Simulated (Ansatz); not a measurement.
Crystal: Cr.

```
Cr
1.0
     2.71400    0.00000    0.00000
    -1.35700    2.35039    0.00000
     0.00000    0.00000    4.41000
Cr
2
Direct
  0.66667 0.33333 0.75000
  0.33333 0.66667 0.25000
```

This isn't the form of Cr at room conditions, which is bcc.

Base run:

| Property | Result |
| --- | --- |
| Program | Ansatz 0.2.0 |
| Functional | PBEsol |
| Potentials or basis | Ansatz PAW |
| Cutoff | 420 eV (not typed: the program's choice for these potentials) |
| k mesh | 9 × 9 × 5 |
| Occupations | fermi-dirac, width 0.05 eV |
| Spin | collinear spin, ferromagnetic start |
| Starting moments | [4.5, 4.5] μB |
| Fixed moment | 9 μB |

Its results: pressure 45.4 GPa; site moments Cr +3.91 μB.

Question: After a change of settings the same cell gave: pressure 21.1 GPa; site moments Cr +3.33 μB. Which change was it?
A. fixed moment from 9 μB to 6 μB; moments at the start from [4.5, 4.5] to [3.0, 3.0]
B. fixed moment from 9 μB to 3 μB; moments at the start from [4.5, 4.5] to [1.5, 1.5]
C. fixed moment from 9 μB to 12 μB; moments at the start from [4.5, 4.5] to [6.0, 6.0]
D. fixed moment from 9 μB to 7.5 μB; moments at the start from [4.5, 4.5] to [3.75, 3.75]

Answer: D.

Caveats: the total moment is fixed, so each spin has its own Fermi level; the PAW data sets come from PBE, with cores solved anew for the run's functional, which leaves a small shift of forces and pressure; the thresholds are loose for stress; a pressure of tens of GPa on the cell as given is suspect, and the run, the potentials or the cell itself is likely at fault (some runs).
